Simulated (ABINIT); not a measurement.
**GaN: single point with PBE**

GaN:

```xyz
2
Lattice="0.0000 2.1352 2.1352 2.1352 0.0000 2.1352 2.1352 2.1352 0.0000" Properties=species:S:1:pos:R:3 pbc="T T T"
Ga    0.0000    0.0000    0.0000
N     2.1352    2.1352    2.1352
```

Measurements of this composition are mostly on another form, of space group No. 186.

| Property | Result |
| --- | --- |
| Program | ABINIT 10.8.3 (patched build) |
| Task | single point |
| Functional | PBE |
| Potentials or basis | JTH PAW PBE v2.0 |
| Cutoff | 707 eV |
| k mesh | 11 × 11 × 11 |
| Occupations | fermi-dirac, width 0.05 eV |
| Spin | no spin polarisation |
| Fine-grid cutoff | 1306.15 eV |

| Property | Result |
| --- | --- |
| Pressure | -0.1 GPa |
| Band gap on the k mesh | 0.54 eV, indirect (least direct gap 2.37 eV) |
| Valence electrons inside the program's atomic spheres | Ga 11.00; N 2.54 |

Levels at points of the mesh, in eV from the valence-band top:
```tsv
k point	band 5	band 6	band 7	band 8	band 9	band 10	band 11	band 12	band 13
(0.00, 0.00, 0.00)	-13.92	-13.92	-0.49	-0.49	-0.49	1.88	14.44	14.44	14.44
```

It took 24 s on 1 thread of Arm Neoverse V1 (shared host), peak memory 0.12 GiB.

Caveat: an odd mesh through Γ misses points on the zone boundary, where band edges often lie.
